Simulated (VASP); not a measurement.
# WC (P-6m2) in VASP: single point with r2SCAN

Aim: the single point of WC with r2SCAN.

Everything below comes from runs of VASP 6.6.1. Logs are shortened: lines on timing, memory, paths and dates and some standing lists are left out, and cuts for length are marked.

### Step 1. Starting point

Symmetry: P-6m2, No. 187, hexagonal system. The conventional cell has a = 2.936 Å, b = 2.936 Å, c = 2.865 Å, α = 90.00°, β = 90.00°, γ = 120.00°. Around W (site symmetry -6m2) lie 6 C at 2.22 Å. C (site symmetry -6m2) is surrounded by 6 W at 2.22 Å.

### Step 2. Single point, r2SCAN

The input, POSCAR:

```
WC
1.0
    2.9364676900      0.0000000000      0.0000000000
   -1.4682338500      2.5430599500      0.0000000000
    0.0000000000      0.0000000000      2.8646244100
W C
1 1
Direct
    0.0000000000      0.0000000000      0.0000000000
    0.6666700000      0.3333300000      0.5000000000
```

The input, INCAR.step1:

```
  PREC = Accurate
  ENCUT = 520
  ISMEAR = -1
  SIGMA = 0.1
  LREAL = False
  LASPH = True
  NELM = 100
  NBANDS = 16
  GGA = PE
  ALGO = Normal
  EDIFF = 1E-4
  LWAVE = True
  LCHARG = False
```

The input, INCAR.step2:

```
  PREC = Accurate
  ENCUT = 520
  EDIFF = 1E-6
  ISMEAR = -1
  SIGMA = 0.1
  LREAL = False
  LASPH = True
  NELM = 100
  ALGO = Normal
  ISIF = 2
  LWAVE = False
  LCHARG = False
  METAGGA = R2SCAN
  LMIXTAU = True
  NBANDS = 16
  ISTART = 1
```

The input, KPOINTS:

```
regular mesh
0
Gamma
  13 13 12
```

Potentials or basis: VASP PAW PBE potentials, release 64 (W_sv, C).

Launch:

```console
$ cat potpaw_PBE.64/W_sv/POTCAR potpaw_PBE.64/C/POTCAR > POTCAR
$ cp INCAR.step1 INCAR
$ mpirun -np 1 vasp_std > vasp.out
$ cp INCAR.step2 INCAR
$ mpirun -np 1 vasp_std > vasp.out
```

OUTCAR:

```text
PREC = Accurate
   ENCUT = 520
   EDIFF = 1E-6
   ISMEAR = -1
   LREAL = False
   LASPH = True
   NELM = 100
   ISIF = 2
   METAGGA = R2SCAN
   ISTART = 1

 ion  position               nearest neighbor table
   1  0.000  0.000  0.000-   2 2.22   2 2.22   2 2.22   2 2.22   2 2.22   2 2.22
   2  0.667  0.333  0.500-   1 2.22   1 2.22   1 2.22   1 2.22   1 2.22   1 2.22

  LATTYP: Found a hexagonal cell.
 ALAT       =     2.9364676900
 C/A-ratio  =     0.9755341153

  Lattice vectors:

 A1 = (   2.9364676900,   0.0000000000,   0.0000000000)
 A2 = (  -1.4682338500,   2.5430599500,   0.0000000000)
 A3 = (   0.0000000000,   0.0000000000,   2.8646244100)

Analysis of symmetry for initial positions (statically):
=====================================================================
 Subroutine PRICEL returns:
 Original cell was already a primitive cell.

 Routine SETGRP: Setting up the symmetry group for a
 hexagonal supercell.

 Subroutine GETGRP returns: Found  4 space group operations
 (whereof  4 operations were pure point group operations)
 out of a pool of 24 trial point group operations.

The static configuration has the point symmetry C_2v.

Analysis of symmetry for dynamics (positions and initial velocities):
=====================================================================
 Subroutine PRICEL returns:
 Original cell was already a primitive cell.

 Routine SETGRP: Setting up the symmetry group for a
 hexagonal supercell.

 Subroutine GETGRP returns: Found  4 space group operations
 (whereof  4 operations were pure point group operations)
 out of a pool of 24 trial point group operations.

The dynamic configuration has the point symmetry C_2v.

 Subroutine INISYM returns: Found  4 space group operations
 (whereof  4 operations are pure point group operations),
 and found     1 'primitive' translations

----------------------------------------------------------------------------------------

                                     Primitive cell

  volume of cell :      21.3919

  direct lattice vectors                    reciprocal lattice vectors
     2.936467690  0.000000000  0.000000000     0.340545208  0.196613533  0.000000000
    -1.468233850  2.543059950  0.000000000     0.000000000  0.393227065  0.000000000
     0.000000000  0.000000000  2.864624410     0.000000000  0.000000000  0.349085903

  length of vectors
     2.936467690  2.936471445  2.864624410     0.393227568  0.393227065  0.349085903

  position of ions in fractional coordinates (direct lattice)
     0.000000000  0.000000000  0.000000000
     0.666670000  0.333330000  0.500000000

  ion indices of the primitive-cell ions
   primitive index   ion index
                 1           1
                 2           2

----------------------------------------------------------------------------------------

 KPOINTS: regular mesh

Automatic generation of k-mesh.
 Grid dimensions read from file:
 generate k-points for:   13   13   12

 Generating k-lattice:

  Cartesian coordinates                     Fractional coordinates (reciprocal lattice)
     0.026195785  0.015124118  0.000000000     0.076923077  0.000000000  0.000000000
     0.000000000  0.030248236  0.000000000     0.000000000  0.076923077  0.000000000
     0.000000000  0.000000000  0.029090492     0.000000000  0.000000000  0.083333333

  Length of vectors
     0.030248274  0.030248236  0.029090492

  Shift w.r.t. Gamma in fractional coordinates (k-lattice)
     0.000000000  0.000000000  0.000000000

 Subroutine IBZKPT returns following result:
 ===========================================

 Found    343 irreducible k-points:

 Following reciprocal coordinates:
            Coordinates               Weight
  0.000000  0.000000  0.000000      1.000000
  0.076923  0.000000  0.000000      4.000000
 -0.076923  0.076923  0.000000      2.000000
  0.153846  0.000000  0.000000      4.000000
 -0.153846  0.153846  0.000000      2.000000
  0.230769  0.000000  0.000000      4.000000
[... 16 lines left out ...]
 -0.076923  0.384615  0.000000      4.000000
 -0.384615  0.307692  0.000000      4.000000
 [... further k-points ...]
   k-points           NKPTS =    343   k-points in BZ     NKDIM =    343   number of bands    NBANDS=     16
   number of dos      NEDOS =    301   number of ions     NIONS =      2
   total plane-waves  NPLWV =  13824
   dimension x,y,z NGX =    24 NGY =   24 NGZ =   24
   dimension x,y,z NGXF=    48 NGYF=   48 NGZF=   48
   ions per type =               1   1
   NGX,Y,Z   is equivalent  to a cutoff of  13.59, 13.59, 13.93 a.u.
   NGXF,Y,Z  is equivalent  to a cutoff of  27.17, 27.17, 27.86 a.u.
 SYSTEM =  unknown system
   PREC   = accura    normal or accurate (medium, high low for compatibility)
   ISTART =      1    job   : 0-new  1-cont  2-samecut
   ICHARG =      0    charge: 1-file 2-atom 10-const
   ISPIN  =      1    spin polarized calculation?
   LNONCOLLINEAR =      F non collinear calculations
   LSORBIT =      F    spin-orbit coupling
   LASPH  =      T    aspherical Exc in radial PAW
   ENCUT  =  520.0 eV  38.22 Ry    6.18 a.u.   5.46  5.46  5.33*2*pi/ulx,y,z
   NELM   =    100;   NELMIN=  2; NELMDL=  0     # of ELM steps
   EDIFF  = 0.1E-05   stopping-criterion for ELM
   LREAL  =      F    real-space projection
   EDIFFG = 0.1E-04   stopping-criterion for IOM
   NSW    =      0    number of steps for IOM
   IBRION =     -1    ionic relax: 0-MD 1-quasi-New 2-CG
   NFREE  =      0    steps in history (QN), initial steepest desc. (CG)
   ISIF   =      2    stress and relaxation
   ISYM   =      2    0-nonsym 1-usesym 2-fastsym
   POTIM  = 0.5000    time-step for ionic-motion
   TEBEG  =    0.0;   TEEND  =   0.0 temperature during run
   PSTRESS=    0.0 pullay stress
   NELECT =      18.0000    total number of electrons
   NUPDOWN=      -1.0000    fix difference up-down
   EMIN   =  10.00;   EMAX   =-10.00  energy-range for DOS
   EFERMI =   0.00;   METHOD = LEGACY
   ISMEAR =    -1;   SIGMA  =   0.10  broadening in eV -4-tet -1-fermi 0-gaus
   EFERMI_NEDOS =   21; number of points for ismear=-14 and -15
   IALGO  =     38    algorithm
   IMIX   =      4    mixing-type and parameters
     AMIX     =   0.40;   BMIX     =  1.00
     AMIX_MAG =   1.60;   BMIX_MAG =  1.00
  volume/ion in A,a.u.               =      10.70        72.18
  Fermi-wavevector in a.u.,A,eV,Ry     =   1.545548  2.920662 32.500490  2.388719
  Thomas-Fermi vector in A             =   2.650911
   LORBIT       =      0    0 simple, 1 ext, 2 COOP (PROOUT), +10 PAW based schemes
   METAGGA = R2SCAN    functional components
   LHFCALC =     F    Hartree Fock is set to
   AEXX    =    0.0000 exact exchange contribution
   IVDW    =     0    specifies the selected vdW correction
   LEPSILON=     F    determine dielectric tensor
   LRPA    =     F    only Hartree local field effects (RPA)
 non-spin polarized calculation
  energy-cutoff  :      520.00
  volume of cell :       21.39
 maximum number of plane-waves:       599
 NGX is ok and might be reduce to    24
   NGX = 11   NGY = 11   NGZ = 11

 number of electron      18.0000000 magnetization

 Free energy of the ion-electron system (eV)
  ---------------------------------------------------
  ext. energy  EPLUGINS =         0.00000000
  ---------------------------------------------------
  free energy    TOTEN  =       -61.60530211 eV

  energy without entropy =      -61.59625269  energy(sigma->0) =      -61.60077740

 E-fermi :  10.5461     XC(G=0): -14.7767

 val. band max:       10.5112300186   @ k =   0.0000   0.0000   0.3333
 cond. band min:      10.5605621051   @ k =   0.0769   0.0000   0.3333
 fundamental gap:      0.0493320865
 Fermi energy:        10.5461202066

 k-point     1 :       0.0000    0.0000    0.0000
  band No.  band energies     occupation
      1     -65.4769      2.00000
      2     -28.7838      2.00000
      3     -28.6884      2.00000
      4     -28.6884      2.00000
      5      -4.4681      2.00000
      6       6.2210      2.00000
[... 8 lines left out ...]
     15      25.4991      0.00000
     16      27.8390      0.00000

 k-point     2 :       0.0769    0.0000    0.0000
  band No.  band energies     occupation
      1     -65.4736      2.00000
      2     -28.7779      2.00000
      3     -28.7351      2.00000
      4     -28.6990      2.00000
      5      -4.3145      2.00000
      6       6.2708      2.00000
[... 8 lines left out ...]
     15      25.1868      0.00000
     16      28.1738      0.00000

 k-point     3 :      -0.0769    0.0769    0.0000
  band No.  band energies     occupation
      1     -65.4736      2.00000
      2     -28.7779      2.00000
      3     -28.7351      2.00000
      4     -28.6990      2.00000
      5      -4.3145      2.00000
      6       6.2707      2.00000
[... 8 lines left out ...]
     15      25.1869      0.00000
     16      28.1736      0.00000

 k-point     4 :       0.1538    0.0000    0.0000
  band No.  band energies     occupation
      1     -65.4646      2.00000
      2     -28.8627      2.00000
      3     -28.7613      2.00000
      4     -28.7281      2.00000
      5      -3.8761      2.00000
      6       5.9476      2.00000
[... 8 lines left out ...]
     15      24.8691      0.00000
     16      29.1047      0.00000
[... 324 lines left out ...]
 k-point    22 :       0.3077    0.0769    0.0000
  band No.  band energies     occupation
      1     -65.4313      2.00000
      2     -29.2978      2.00000
      3     -28.8551      2.00000
      4     -28.6994      2.00000
      5      -1.9730      2.00000
      6       4.0466      2.00000
[... 8 lines left out ...]
     15      26.1140      0.00000
     16      27.6480      0.00000

 k-point    23 :      -0.0769    0.3846    0.0000
  band No.  band energies     occupation
      1     -65.4313      2.00000
      2     -29.2978      2.00000
      3     -28.8551      2.00000
      4     -28.6994      2.00000
      5      -1.9730      2.00000
      6       4.0466      2.00000
[... 8 lines left out ...]
     15      26.1141      0.00000
     16      27.6480      0.00000

 k-point    24 :      -0.3846    0.3077    0.0000
  band No.  band energies     occupation
      1     -65.4313      2.00000
      2     -29.2978      2.00000
      3     -28.8551      2.00000
      4     -28.6994      2.00000
      5      -1.9730      2.00000
      6       4.0465      2.00000
[... 8 lines left out ...]
     15      26.1141      0.00000
     16      27.6480      0.00000

 [... further k-points ...]

------------------------ aborting loop because EDIFF is reached ----------------------------------------

  FORCE on cell =-STRESS in cart. coord.  units (eV):
  Direction    XX          YY          ZZ          XY          YZ          ZX
  --------------------------------------------------------------------------------------
  -------------------------------------------------------------------------------------
  Total       -1.0202493     -1.0203304     -1.3985471     -0.0000673      0.0000000      0.0000000
  in kB      -76.4130224    -76.4190995   -104.7461705     -0.0050373      0.0000000      0.0000000
  external PRESSURE =     -85.8594308 kB  Pullay stress =       0.0000000 kB

 VOLUME and BASIS-vectors are now :
 -----------------------------------------------------------------------------
  energy-cutoff  :      520.00
  volume of cell :       21.39
      direct lattice vectors                 reciprocal lattice vectors
     2.936467690  0.000000000  0.000000000     0.340545208  0.196613533  0.000000000
    -1.468233850  2.543059950  0.000000000     0.000000000  0.393227065  0.000000000
     0.000000000  0.000000000  2.864624410     0.000000000  0.000000000  0.349085903

 POSITION                                       TOTAL-FORCE (eV/Angst)
 -----------------------------------------------------------------------------------
      0.00000      0.00000      0.00000         0.000211     -0.000122      0.000000
      1.46825      0.84768      1.43231        -0.000211      0.000122      0.000000
 -----------------------------------------------------------------------------------
    total drift:                                0.000002      0.000014      0.000000

  FREE ENERGIE OF THE ION-ELECTRON SYSTEM (eV)
  ---------------------------------------------------
  free  energy   TOTEN  =       -61.6053021091 eV

  energy  without entropy=      -61.5962526887  energy(sigma->0) =      -61.60077740
```

Run time: 5.6 min. Hardware: 1 thread of AMD EPYC 7R13 (Zen 3), shared host; peak memory 0.21 GiB.

What came out:

```yaml
Free_energy: -61.6053 eV
Pressure: -8.6 GPa
Band_gap_on_the_k_mesh: none (metal or under the smearing width)
```

Caveat: the PAW data sets were made with another functional, which shifts forces and pressure a little. Spin-orbit coupling is left out, which matters for the levels of W.
